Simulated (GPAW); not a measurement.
# TaN (Fm-3m) in GPAW: single point with LDA

Aim: the single point of TaN with LDA.

Program: GPAW 26.7.0. These are calculated values, not measurements. Logs are shortened: lines on timing, memory, paths and dates and some standing lists are left out, and cuts for length are marked. The log counts tension as positive stress, the text compression.

### 1 The crystal as given

It takes space group Fm-3m (No. 225, cubic). The conventional cell has a = 4.423 Å, b = 4.423 Å, c = 4.423 Å, α = 90.00°, β = 90.00°, γ = 90.00°. Around Ta (site symmetry m-3m) lie 6 N at 2.21 Å. Around N (site symmetry m-3m) lie 6 Ta at 2.21 Å.

The cell comes from a database or a generator and needn't be the stable form of this composition.

### 2 Single point, LDA

The input, run.py:

```python
from ase.dft.bandgap import bandgap
from ase.io import read, write
from ase.units import GPa
from gpaw import GPAW, PW

atoms = read('TaN.xyz')

calc = GPAW(mode=PW(600),
            xc='LDA',
            kpts={'size': (8, 8, 8), 'gamma': True},
            occupations={'name': 'fermi-dirac', 'width': 0.05},
            nbands=19,
            maxiter=120,
            txt='gpaw.txt')
atoms.calc = calc
energy = atoms.get_potential_energy()
forces = atoms.get_forces()
stress = atoms.get_stress()
calc.write('gs.gpw')
write('result.traj', atoms)
print(f'Energy: {energy:.6f} eV')
print('Forces (eV/A):')
print(forces.round(4))
print('Stress (GPa):', (stress / GPa).round(3))
print('Fermi level:', round(calc.get_fermi_level(), 4), 'eV')
print(f'Gap: {bandgap(calc)[0]:.4f} eV, direct: {bandgap(calc, direct=True)[0]:.4f} eV')
```

The input, TaN.xyz:

```xyz
2
Lattice="0.0000000000 2.2113230000 2.2113230000 2.2113230000 0.0000000000 2.2113230000 2.2113230000 2.2113230000 0.0000000000" Properties=species:S:1:pos:R:3 pbc="T T T"
Ta     2.2113230000      2.2113230000      2.2113230000
N      0.0000000000      0.0000000000      0.0000000000
```

Potentials or basis: the program's PAW data sets (release 1.2.1) made for this functional, pw.

On the command line:

```console
OMP_NUM_THREADS=1 python run.py
```

gpaw.txt:

```text
__  _  _
 | _ |_)|_||  |
 |__||  | ||/\| - 26.7.0

Input parameters:
  mode=PW(ecut=600.0),
  kpts=MonkhorstPack(size=(8, 8, 8), gamma=True),
  maxiter=120,
  nbands=19,
  occupations=Occupations(name='fermi-dirac', width=0.05),
  xc=XC(name='LDA')

Diagonalizing LCAO Hamiltonian
Converting LCAO to pw mode

              Ta

       N

Atoms  # Å, Bohr magnetons
|   | symbol |        x |        y |        z |    initial magnetic moments |
|---|--------|----------|----------|----------|-----------------------------|
| 0 |     Ta | 2.211323 | 2.211323 | 2.211323 | ( 0.0000,  0.0000,  0.0000) |
| 1 |      N | 0.000000 | 0.000000 | 0.000000 | ( 0.0000,  0.0000,  0.0000) |

Unit cell  # Å
| periodic |        x |        y |        z |  lengths |    angles |
|----------|----------|----------|----------|----------|-----------|
|      yes | 0.000000 | 2.211323 | 2.211323 | 3.127283 | 60.000000 |
|      yes | 2.211323 | 0.000000 | 2.211323 | 3.127283 | 60.000000 |
|      yes | 2.211323 | 2.211323 | 0.000000 | 3.127283 | 60.000000 |

Number of symmetries: 48
Symmetry operations  # r_c * U_cc + t_c -> r_c
|    | kind |            matrix            |
|----|------|------------------------------|
|  0 |  σ   |  1, 0, 0,  1, 0,-1,  1,-1, 0 |
|  1 |  C2  |  1, 0, 0,  1,-1, 0,  1, 0,-1 |
|  2 |  E   |  1, 0, 0,  0, 1, 0,  0, 0, 1 |
|  3 |  σ   |  1, 0, 0,  0, 0, 1,  0, 1, 0 |
|  4 |  C4  |  1, 0,-1,  1, 0, 0,  1,-1, 0 |
|  5 |  S6  |  1, 0,-1,  1,-1, 0,  1, 0, 0 |
|  6 |  σ   |  1, 0,-1,  0, 1,-1,  0, 0,-1 |
|  7 |  C3  |  1, 0,-1,  0, 0,-1,  0, 1,-1 |
|  8 |  S6  |  1,-1, 0,  1, 0, 0,  1, 0,-1 |
|  9 |  C4  |  1,-1, 0,  1, 0,-1,  1, 0, 0 |
| 10 |  C3  |  1,-1, 0,  0,-1, 1,  0,-1, 0 |
| 11 |  σ   |  1,-1, 0,  0,-1, 0,  0,-1, 1 |
| 12 |  σ   |  0, 1, 0,  1, 0, 0,  0, 0, 1 |
| 13 |  C4  |  0, 1, 0,  0, 1,-1, -1, 1, 0 |
| 14 |  C3  |  0, 1, 0,  0, 0, 1,  1, 0, 0 |
| 15 |  S6  |  0, 1, 0, -1, 1, 0,  0, 1,-1 |
| 16 |  C2  |  0, 1,-1,  1, 0,-1,  0, 0,-1 |
| 17 |  σ   |  0, 1,-1,  0, 1, 0, -1, 1, 0 |
| 18 |  S4  |  0, 1,-1,  0, 0,-1,  1, 0,-1 |
| 19 |  C4  |  0, 1,-1, -1, 1, 0,  0, 1, 0 |
| 20 |  C3  |  0, 0, 1,  1, 0, 0,  0, 1, 0 |
| 21 |  σ   |  0, 0, 1,  0, 1, 0,  1, 0, 0 |
| 22 |  S6  |  0, 0, 1,  0,-1, 1, -1, 0, 1 |
| 23 |  C4  |  0, 0, 1, -1, 0, 1,  0,-1, 1 |
| 24 |  S4  |  0, 0,-1,  1, 0,-1,  0, 1,-1 |
| 25 |  C3  |  0, 0,-1,  0, 1,-1,  1, 0,-1 |
| 26 |  C2  |  0, 0,-1,  0,-1, 0, -1, 0, 0 |
| 27 |  S6  |  0, 0,-1, -1, 0, 0,  0,-1, 0 |
| 28 |  S4  |  0,-1, 1,  1,-1, 0,  0,-1, 0 |
| 29 |  C4  |  0,-1, 1,  0, 0, 1, -1, 0, 1 |
| 30 |  C2  |  0,-1, 1,  0,-1, 0,  1,-1, 0 |
| 31 |  σ   |  0,-1, 1, -1, 0, 1,  0, 0, 1 |
| 32 |  C3  |  0,-1, 0,  1,-1, 0,  0,-1, 1 |
| 33 |  S6  |  0,-1, 0,  0, 0,-1, -1, 0, 0 |
| 34 |  S4  |  0,-1, 0,  0,-1, 1,  1,-1, 0 |
| 35 |  C2  |  0,-1, 0, -1, 0, 0,  0, 0,-1 |
| 36 |  C2  | -1, 1, 0,  0, 1, 0,  0, 1,-1 |
| 37 |  S6  | -1, 1, 0,  0, 1,-1,  0, 1, 0 |
| 38 |  S4  | -1, 1, 0, -1, 0, 1, -1, 0, 0 |
| 39 |  C3  | -1, 1, 0, -1, 0, 0, -1, 0, 1 |
| 40 |  S6  | -1, 0, 1,  0, 0, 1,  0,-1, 1 |
| 41 |  C2  | -1, 0, 1,  0,-1, 1,  0, 0, 1 |
| 42 |  C3  | -1, 0, 1, -1, 1, 0, -1, 0, 0 |
| 43 |  S4  | -1, 0, 1, -1, 0, 0, -1, 1, 0 |
| 44 |  C2  | -1, 0, 0,  0, 0,-1,  0,-1, 0 |
| 45 |  i   | -1, 0, 0,  0,-1, 0,  0, 0,-1 |
| 46 |  σ   | -1, 0, 0, -1, 1, 0, -1, 0, 1 |
| 47 |  C2  | -1, 0, 0, -1, 0, 1, -1, 1, 0 |

BZ-sampling:
  Number of BZ points: 512
  Number of IBZ points: 29

  Monkhorst-Pack size: [8, 8, 8]
  Monkhorst-Pack shift: [0.0625, 0.0625, 0.0625]

K-points  # in reciprocal-cell coordinates
|     |                                coordinates |     weight |
|-----|--------------------------------------------|------------|
|   0 | (  0.00000000,   0.00000000,   0.00000000) | 0.00195312 |
|   1 | (  0.12500000,   0.12500000,   0.00000000) | 0.01171875 |
|   2 | (  0.12500000,   0.12500000,   0.12500000) | 0.01562500 |
|   3 | (  0.25000000,   0.12500000,   0.12500000) | 0.02343750 |
|   4 | (  0.25000000,   0.25000000,   0.00000000) | 0.01171875 |
|   5 | (  0.25000000,   0.25000000,   0.12500000) | 0.04687500 |
|   6 | (  0.25000000,   0.25000000,   0.25000000) | 0.01562500 |
|   7 | (  0.37500000,   0.25000000,  -0.37500000) | 0.04687500 |
|   8 | (  0.37500000,   0.25000000,   0.12500000) | 0.04687500 |
|   9 | (  0.37500000,   0.25000000,   0.25000000) | 0.04687500 |
| ... |                                            |            |
|  28 | (  0.50000000,   0.50000000,   0.50000000) | 0.00781250 |

Plane wave coefficients: 740
Cutoff: 600.0 eV

Spin-components: 1 (collinear spins)
Bands:           19
Projectors:      11
Spin-degeneracy: 2
Datatype:        complex128

Parallelization:
  kpt:    1
  domain: 1
  band:   1

Density:
  Valence electrons: 18.0
  Components: 1
  Grid points: [18 18 18]
  Charge: 0.0  # |e|

Potential:
  Grid points: [18 18 18]

species:
  Ta:
    name:    Tantalum
    Z:       73.0
    valence: 13
    core:    60
    charge:  0.0  # [|e|]
    compensation charges:
      type: gauss
      rc: 0.42  # [Å]
      lmax: 2
    cutoffs:
      filter: 2.36  # [Å]
      core: 3.45  # [Å]
    projectors
    | kind |    occ | energy [eV] | rcut [Å] |
    |------|--------|-------------|----------|
    |   5s |  2.000 |     -72.979 |    1.365 |
    |   6s |  2.000 |      -5.599 |    1.365 |
    |   5p |  6.000 |     -39.590 |    1.349 |
    |   6p |  0.000 |      -1.483 |    1.349 |
    |   5d |  3.000 |      -3.794 |    1.307 |
    |    d |        |      23.417 |    1.307 |

    Using partial waves for Ta as LCAO basis

  N:
    name:    Nitrogen
    Z:       7.0
    valence: 5
    core:    2
    charge:  0.0  # [|e|]
    compensation charges:
      type: gauss
      rc: 0.18  # [Å]
      lmax: 2
    cutoffs:
      filter: 1.11  # [Å]
      core: 0.96  # [Å]
    projectors
    | kind |    occ | energy [eV] | rcut [Å] |
    |------|--------|-------------|----------|
    |   2s |  2.000 |     -18.420 |    0.603 |
    |   2p |  3.000 |      -7.237 |    0.529 |
    |    s |        |       8.791 |    0.603 |
    |    p |        |      19.974 |    0.529 |
    |    d |        |       0.000 |    0.577 |

    Using partial waves for N as LCAO basis

Reference energy: -425393.194025  # eV

eigensolver:
  PPCG
  Converge bands: occupied
  niter=2

density mixing:
  MSR1-Mixer
  Pratt-step length: 0.05
  Maximum mixing coefficient: 0.75
  Old densities: 10
  SVD Regularization: 0.005
  Good broyden scale: 1.0
  Trust region scale: 1.0
  Backstep threshold: 4.0
  History deletion threshold: 6.0
  Fourier metric: weight=20.0, sigma=0.015

occupation numbers:
  Fermi-Dirac:
    width: 0.0500  # eV

poisson solver:
  ecut: 4800.0  # eV

xc functional:
  name: None

convergence criteria:
- Maximum [total energy] change in last 3 cyles: 0.0005 eV / valence electron
- Maximum integral of absolute [dens]ity change: 0.0001 electrons / valence electron
- Maximum integral of absolute [eigenst]ate change: 4e-08 eV^2 / valence electron
maximum number of iterations: 120

SCF iterations
|iter     | |      energy | eigst |  dens |
|---------|-|-------------|-------|-------|
|iter:   1| |  -23.758821 | +0.22 |       |
|iter:   2| |  -23.263033 | -2.48 | -0.96 |
|iter:   3| |  -22.137889 | -1.62 | -1.02 |
|iter:   4| |  -22.138359 | -3.39 | -1.72 |
|iter:   5| |  -22.141726c| -3.57 | -1.93 |
|iter:   6| |  -22.141738c| -5.26 | -2.94 |
|iter:   7| |  -22.141744c| -7.39 | -3.70 |
|iter:   8| |  -22.141745c| -7.90c| -4.15c|

Converged in 8 steps
Energy contributions relative to reference atoms: (reference = -425393.194025)

Energy contributions:
  Kinetic:           9.588383
  Coulomb:         -10.512521
  Zero:             -0.259431
  External:          0.000000
  Xc:              -20.954526
  Entropy:          -0.007300
  Spinorbit:         0.000000
  ----------------------------
  Free energy:     -22.145395
  Extrapolated:    -22.141745

dipole moment: (-10.969761, -10.969761, -10.969761)  # |e|*Ang

Fermi level: 14.933
Eigenvalues  # (at kpt = [0.000, 0.000, 0.000])
| band index |      eig [eV] | occ [0-2] |
|------------|---------------|-----------|
|          0 |       -54.418 |     2.000 |
|        ... |               |           |
|          5 |        11.147 |     2.000 |
|          6 |        11.147 |     2.000 |
|          7 |        11.147 |     2.000 |
|          8 |        12.818 |     2.000 |
|          9 |        12.818 |     2.000 |
|         10 |        12.818 |     2.000 |
|         11 |        14.880 |     1.483 |
|         12 |        14.880 |     1.483 |
|         13 |        16.430 |     0.000 |
|         14 |        24.264 |     0.000 |
|         15 |        38.735 |     0.000 |
|         16 |        38.735 |     0.000 |
|         17 |        38.735 |     0.000 |
|         18 |        40.929 |     0.000 |

No gap
No difference between direct/indirect transitions

Forces  # eV/Ang
|       x |       y |       z |
|---------|---------|---------|
| 0.00000 | 0.00000 | 0.00000 |  # Ta   0
| 0.00000 | 0.00000 | 0.00000 |  # N    1

Stress tensor  # eV/Ang^3
|         x |         y |         z |
|-----------|-----------|-----------|
|  0.156064 | -0.000000 |  0.000000 |
| -0.000000 |  0.156064 | -0.000000 |
|  0.000000 | -0.000000 |  0.156064 |

# Writing to gs.gpw (mode='')
```

It took 10 s on 1 thread of Arm Neoverse V1, shared host; peak memory 0.14 GiB.

What came out:

| Quantity | Value |
| --- | --- |
| Free energy | -22.1454 eV |
| Pressure | -25.0 GPa |
| Band gap on the k mesh | none (metal or under the smearing width) |

Caveat: the cutoff is short for stress and forces, so pressures can be off by a GPa or more; so large a pressure means that the cell lies far from this level's equilibrium, or that cutoff or potentials fall short.
